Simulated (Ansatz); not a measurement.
A (001) slab of CuO (Cccm (No. 66)), 13 planes, outer planes O (top) and O (bottom), with 13 atoms (Cu6O7) in a surface cell of A = 8.695 Å², as cut from the bulk:

```xyz
13
Lattice="2.9487 0.0000 0.0000 -0.0082 2.9487 0.0000 0.0000 0.0000 30.4538" Properties=species:S:1:pos:R:3 pbc="T T T"
O     1.4703    1.4743    7.5000
Cu    1.4744    0.0000    8.7878
O     1.4703    1.4743   10.0756
Cu   -0.0041    1.4743   11.3634
O     1.4703    1.4743   12.6513
Cu    1.4744    0.0000   13.9391
O     1.4703    1.4743   15.2269
Cu   -0.0041    1.4743   16.5147
O     1.4703    1.4743   17.8025
Cu    1.4744    0.0000   19.0903
O     1.4703    1.4743   20.3782
Cu   -0.0041    1.4743   21.6660
O     1.4703    1.4743   22.9538
```

These are results of Ansatz, DFT PBE, scalar-relativistic, plane waves, PAW, not measurements. Cutoff 420 eV; k points 12×12×1 on the computed 13-atom cell (Γ-centred); Gaussian smearing, width 0.10 eV; no spin polarisation.

The relaxed slab holds 6 formula units of CuO and 1 further O. Against those formula units in the bulk and the further O in its standard state it lies 1.640 eV higher. The formation energy of CuO from the standard states is -1.140 eV a formula unit (uncorrected, no zero-point or thermal terms).

Problem. Over what range can the chemical potential of O vary, and what is the surface energy at both ends?

Solution. In contact with the bulk, μ(O) + μ(Cu) is fixed. With Δμ counted from the standard states, Δμ(O) ≤ 0 keeps elemental O from forming, and Δμ(Cu) ≤ 0 requires Δμ(O) ≥ ΔH = -1.140 eV. Other compounds of O and Cu can narrow this range. Then γ, the mean of both faces, = [1.640 eV − 1.00·Δμ(O)]/(2A). At the O-rich end (Δμ = 0): 1.640/(2 × 8.695) × 16.02 = 1.51 J/m². At the O-poor end: (1.640 + 1.140)/(2 × 8.695) × 16.02 = 2.56 J/m².

Problem. How does its energy depend on growth conditions?

Solution. It carries an excess of O, so its energy falls by 0.92 J/m² for each eV that μ(O) rises: O-rich conditions lower it; whether it appears depends on the other terminations.

Spin polarisation was left out, and a magnetic state may lie lower.

The reference crystal is a form of CuO, which isn't its usual structure.